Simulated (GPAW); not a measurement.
Write an ASE script for GPAW 26.7.0 that does the following.

```yaml
Task: band structure
Functional: LDA
Potentials_or_basis: the program's PAW data sets (release 1.2.1) made for this functional
Cutoff: 600 eV
Basis: pw
k_mesh: 7 × 7 × 7
Occupations: fermi-dirac, width 0.05 eV
Spin: no spin polarisation
Maxiter: 150
Band_path: GXMGRX,MR
Band_points: 80
```

Zn:

```xyz
3
Lattice="3.7711 0.0000 0.0000 0.0000 3.7711 0.0000 0.0000 0.0000 3.7711" Properties=species:S:1:pos:R:3 pbc="T T T"
Zn    0.0000    1.8856    1.8856
Zn    1.8856    0.0000    1.8856
Zn    1.8856    1.8856    0.0000
```

The cell was built by a generator and needn't be a form met in nature.

One way to write it, as run:

run.py

```python
from ase import Atoms
from ase.dft.bandgap import bandgap
from ase.io import write
from ase.units import GPa
from gpaw import GPAW, PW

atoms = Atoms(['Zn', 'Zn', 'Zn'],
              cell=[[3.77113, 0.0, 0.0],
                    [0.0, 3.77113, 0.0],
                    [0.0, 0.0, 3.77113]],
              scaled_positions=[[0.0, 0.5, 0.5],
                                [0.5, 0.0, 0.5],
                                [0.5, 0.5, 0.0]],
              pbc=True)

calc = GPAW(mode=PW(600),
            xc='LDA',
            kpts={'size': (7, 7, 7), 'gamma': True},
            occupations={'name': 'fermi-dirac', 'width': 0.05},
            nbands=30,
            convergence={'density': 1e-05, 'energy': 1e-05},
            maxiter=150,
            txt='gpaw.txt')
atoms.calc = calc
energy = atoms.get_potential_energy()
forces = atoms.get_forces()
stress = atoms.get_stress()
calc.write('gs.gpw')
write('result.traj', atoms)
print(f'Energy: {energy:.6f} eV')
print('Forces (eV/A):')
print(forces.round(4))
print('Stress (GPa):', (stress / GPa).round(3))
print('Fermi level:', round(calc.get_fermi_level(), 4), 'eV')
print(f'Gap: {bandgap(calc)[0]:.4f} eV, direct: {bandgap(calc, direct=True)[0]:.4f} eV')

path = atoms.cell.bandpath('GXMGRX,MR', npoints=80, eps=1e-4)
bs_calc = calc.fixed_density(kpts=path, symmetry='off', nbands=45,
                             convergence={'bands': 'CBM+6.0', 'eigenstates': 1e-6}, txt='bands.txt')
bs = bs_calc.band_structure()
bs.write('bs.json')
print(f'Gap on the path: {bandgap(bs_calc)[0]:.4f} eV')
```

Potentials or basis: the program's PAW data sets (release 1.2.1) made for this functional, pw.

The run is started by

```bash
$ OMP_NUM_THREADS=1 python run.py
```

Results of the run:

| Property | Result |
| --- | --- |
| Pressure | -7.4 GPa |
| Band gap along the path | none (metal or under the smearing width) |

It took 70 s on 1 thread of Arm Neoverse V2, on a shared host, peak memory 0.32 GiB.
